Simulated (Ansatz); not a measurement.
System: CsCl (CsCl type), 2 atoms in the cell.

```yaml
crystal:
  lattice:
    - [4.20000, 0.00000, 0.00000]
    - [0.00000, 4.20000, 0.00000]
    - [0.00000, 0.00000, 4.20000]
  atoms:
    - { symbol: Cs, position: [0.00000, 0.00000, 0.00000] }
    - { symbol: Cl, position: [0.50000, 0.50000, 0.50000] }
```
Lattice in Å, positions in fractions of it.

Level of theory: HSE06, plane waves, all-electron PAW datasets generated for the crystal, point nucleus (Ansatz 0.2.0 development build).

Cutoff 340 eV; exchange singularity: regularized; k-mesh 6×6×6 Γ-centred; Fermi–Dirac smearing of 0.02 eV; no spin polarisation; no spin–orbit coupling.

How large is the gap on this mesh, is it direct, and where do the band edges lie (fractions of the reciprocal vectors of this cell)?

6.32 eV, direct at (0.000, 0.000, 0.000).

List the levels near the gap at (0.000, 0.000, 0.000), (0.000, 0.000, -0.500), (0.000, 0.167, 0.167), (0.167, 0.167, 0.333), (0.167, 0.333, 0.333), in eV from the top of the valence band (v1 is the highest filled band, c1 the lowest empty one).


```
                     k     v4     v3     v2     v1    c1    c2
 (0.000, 0.000, 0.000)  -6.16   0.00   0.00   0.00  6.32  6.72
(0.000, 0.000, -0.500)  -6.03  -1.10  -0.20  -0.20  7.73  8.74
 (0.000, 0.167, 0.167)  -6.10  -0.45  -0.14  -0.07  7.19  7.42
 (0.167, 0.167, 0.333)  -6.23  -0.67  -0.35  -0.18  8.17  8.33
 (0.167, 0.333, 0.333)  -6.20  -0.63  -0.47  -0.26  8.20  8.36
```

Spin–orbit coupling is left out; with heavy elements it can shift the gap and split levels by tenths of an eV.
